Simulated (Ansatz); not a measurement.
Input and command of a calculation in Ansatz (plane waves; scalar-relativistic PAW potentials unless the input names others):

```yaml
crystal:
  lattice:
    - [0.0, 2.1898675894, 2.1898675894]
    - [2.1898675894, 0.0, 2.1898675894]
    - [2.1898675894, 2.1898675894, 0.0]
  atoms:
    - { symbol: Si, position: [0.0, 0.0, 0.0] }
    - { symbol: C, position: [0.25, 0.25, 0.25] }
basis:
  ecutwfc: 420
kpoints:
  mp_grid: { grid: [10, 10, 10] }
hamiltonian:
  xc: lda
scf:
  occupations: { method: gaussian, width: 0.02 }
  mixing: { algorithm: anderson, beta: 0.5, ndim: 16 }
output:
  forces: true
  eigenvalues: true
  stress: true
```

```bash
ansatz run input.yaml --threads 1 --pin off --max-ram 2560MiB --backend cpu --events-out ev --progress --plain --runs-dir out
```

Abridged log:
```
Pseudopotentials: kind: paw
Pseudopotential: Si, paw, valence charge 4, recommended cutoff 420 eV (normal)
Pseudopotential: C, paw, valence charge 4, recommended cutoff 420 eV (normal)
Functional definition: SPW92
Crystal: 2 atoms, lattice volume = 21.003 Å³
Basis set: ecut = 420 eV, 411 PW (Γ)
Bands: 8, of which v1, the nominal top of the filled ones, is band 4 counted from 1 (3 counted from 0)
Symmetry: 24 space group operations
Space group: F-43m (ITA 216), of the structure as read, at distance tolerance 2.8e-5 Å
k-points: 47 of 1000 (time reversal used)
Initial density: superposition of atomic densities (neutral atoms: chi_scale 0, normalization atom), corrected by the library's trained network
Initial wavefunctions: pseudopotential atomic-orbital guess
Functional: x = slater, c = lda
SCF iter   1: F=—  HF=-852.187260 eV  |F-HF|=—  |Δ(HF+E_count)|=         —  Δρ=7.74e-3  dr2=1.35e-2  ethr=1.77e-3  ⟨swp⟩=6.1  Hψ=3196  notcnv=0
SCF iter   2: F=—  HF=-852.183675 eV  |F-HF|=—  |Δ(HF+E_count)|=   3.58e-3  Δρ=3.61e-3  dr2=1.41e-3  ethr=1.68e-4  ⟨swp⟩=2.3  Hψ=972  notcnv=0  κ⁻¹=1.0e0(r=1)
SCF iter   3: F=—  HF=-852.183290 eV  |F-HF|=—  |Δ(HF+E_count)|=   3.85e-4  Δρ=1.44e-3  dr2=1.72e-4  ethr=1.76e-5  ⟨swp⟩=2.4  Hψ=697  notcnv=0  κ⁻¹=3.3e-2(r=2)
SCF iter   4: F=—  HF=-852.183249 eV  |F-HF|=—  |Δ(HF+E_count)|=   4.17e-5  Δρ=8.25e-5  dr2=1.19e-6  ethr=2.15e-6  ⟨swp⟩=1.2  Hψ=406  notcnv=0  κ⁻¹=3.7e-5(r=3)
SCF iter   5: F=—  HF=-852.183251 eV  |F-HF|=—  |Δ(HF+E_count)|=   1.84e-6  Δρ=2.50e-5  dr2=1.27e-7  ethr=1.25e-9  ⟨swp⟩=6.0  Hψ=1989  notcnv=0  κ⁻¹=1.7e-6(r=4)
SCF iter   6: F=-852.183250 eV  HF=-852.183251 eV  |F-HF|=5.43e-9  |Δ(HF+E_count)|=   3.91e-8  Δρ=8.57e-6  dr2=1.15e-8  ethr=1.25e-9  ⟨swp⟩=4.0  Hψ=1080  notcnv=0
SCF 1 converged in 6 iterations: F = -852.183250 eV  dr2 = 1.15e-8
SCF converged after 6 iterations
Stability not checked: this state was not tested for a lower state beside it, because the mixer in use, unlike msr1, does not test its closes by its own steps (another_mixer; see scf.mixing.algorithm and scf.lower_state_search)
Free energy (F): -852.183250 eV
Harris-Foulkes:  -852.183251 eV  (|F-HF|=5.43e-9)
Internal energy: -852.183250 eV  (E = F + TS)
E sigma→0 (E₀):  -852.183250 eV
Fermi energy:    9.722538 eV
--- Forces (eV/Å), atoms counted from 1 ---
  atom   1  Si     0.00000000     0.00000000     0.00000000
  atom   2  C      0.00000000     0.00000000     0.00000000
--- Stress (GPa, compression-positive) ---
       -7.497796       0.000000       0.000000
        0.000000      -7.497796       0.000000
        0.000000       0.000000      -7.497796
  P = ⅓ Tr σ = -7.4978 GPa (-74.978 kbar)
```

Apart from outputs and empty bands, the input differs from a reference run on usual settings in scf.mixing.algorithm: not typed → "anderson"; scf.mixing.beta: not typed → 0.5; scf.mixing.ndim: not typed → 16. The reference, at the same geometry (not necessarily relaxed), gave pressure -7.50 GPa, largest force 0.000 eV/Å, gap on the mesh 1.33 eV. This run converged in 6 SCF iterations (reference: 6) with an energy at zero smearing within 0.01 meV/atom of the reference's, pressure -7.50 GPa, largest force 0.000 eV/Å, gap on the mesh 1.33 eV.

It took 1 s on 1 thread of Arm Neoverse V2 (shared host), peak memory 0.25 GiB.